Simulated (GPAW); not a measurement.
Runs of GPAW 26.7.0 on CaO. Symmetry: Fm-3m, No. 225, cubic system. Conventional cell: a = 4.807 Å, b = 4.807 Å, c = 4.807 Å, α = 90.00°, β = 90.00°, γ = 90.00°. Ca (site symmetry m-3m) is surrounded by 6 O at 2.40 Å. Around O (site symmetry m-3m) lie 6 Ca at 2.40 Å. The cell is a database's computed one.

| task | level | potentials or basis | cell | k mesh | cutoff (eV) | smearing | maxiter | convergence | response ecut | response k mesh | response bands | gap on the mesh (eV) | pressure (GPa) |
| --- | --- | --- | --- | --- | --- | --- | --- | --- | --- | --- | --- | --- | --- |
| single point | PBE | GPAW PAW data sets (gpaw-data 1.2.1), pw | as given | 8 × 8 × 8 | 600 | fermi-dirac 0.05 eV | 120 | default | - | - | - | 3.69 | (a) |
| dielectric tensor | PBE | GPAW PAW data sets (gpaw-data 1.2.1), pw | as given | 8 × 8 × 8 | 600 | fermi-dirac 0.001 eV | 150 | - | 80 eV | 24 × 24 × 24 | 28 | 3.69 | - |
| single point | HSE06 | GPAW PAW data sets (gpaw-data 1.2.1), pw | as given | 6 × 6 × 6 | 600 | fermi-dirac 0.05 eV | 60 | - | - | - | - | 5.35 | - |
| phonons | WC | PAW data sets generated in the run's folder for this functional, pw | atoms relaxed | 10 × 10 × 10 | 680 | fermi-dirac 0.05 eV | 150 | density=1e-06 eigenstates=1e-09 | - | - | - | 3.60 | -3.1 |

Alike in all rows: no spin polarisation.

Task: Fill in the values left out.

Result: (a) -1.1.

Caveats: the cutoff is short for stress and forces, so pressures can be off by a GPa or more (some runs); the long-wavelength limit can be off by a per cent or two (some runs); the PAW data sets were made with another functional, which shifts forces and pressure a little (some runs); the cell is more than 3 GPa from zero pressure, which shifts response properties (some runs); the LO-TO splitting is left out (some runs).

A k mesh can miss the band edges.
